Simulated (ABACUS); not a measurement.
**Ge under changes of volume**

One of the cells (22.833 Å³/atom); the others are scaled copies at fixed shape and fractional positions:

```
CELL_PARAMETERS angstrom
3.99759 0.00000 0.00000
-1.99879 3.46201 0.00000
0.00000 0.00000 6.59938
ATOMIC_POSITIONS crystal
Ge 0.33333 0.66667 0.93710
Ge 0.66667 0.33333 0.43710
Ge 0.33333 0.66667 0.56290
Ge 0.66667 0.33333 0.06290
```

This isn't the form of Ge at room conditions, which is diamond.

- Program: ABACUS 3.10.1
- Functional: PBEsol
- Potentials or basis: PseudoDojo NC SR 0.4.1 PBEsol standard
- Cutoff: 1075 eV
- Density cutoff: 4299 eV
- Basis: plane waves
- k mesh: 8 × 8 × 4
- Occupations: fermi-dirac, width 0.05 eV
- Spin: no spin polarisation

| volume (Å³/atom) | energy over the lowest point (meV/atom) | pressure (GPa) | largest force (eV/Å) |
| --- | --- | --- | --- |
| 21.463 | 18.93 | 4.8 | 0.023 |
| 21.920 | 7.98 | 2.9 | 0.014 |
| 22.377 | 1.88 | 1.4 | 0.006 |
| 22.833 | 0.00 | 0.0 | 0.003 |
| 23.290 | ? | ? | ? |
| 23.747 | 7.16 | -2.4 | 0.012 |
| 24.203 | 15.53 | -3.4 | 0.020 |

Problem. What does the run at 23.290 Å³/atom give?

Solution. Energy over the lowest point 1.87 meV/atom; pressure -1.3 GPa; largest force 0.003 eV/Å.

Worked out: A Birch-Murnaghan fit of order 3 (a polynomial in V^(-2/3)) to the other rows has its minimum at 22.82 Å³/atom with B0 = V·E''(V) = 67 GPa and B' = 4.6 at fixed shape and positions, which overstates the stiffness. It gives 1.88 meV/atom at 23.290 Å³/atom, against the run's 1.87, and -dE/dV = -1.3 GPa, against -1.3.

Energies are extrapolated to zero smearing.
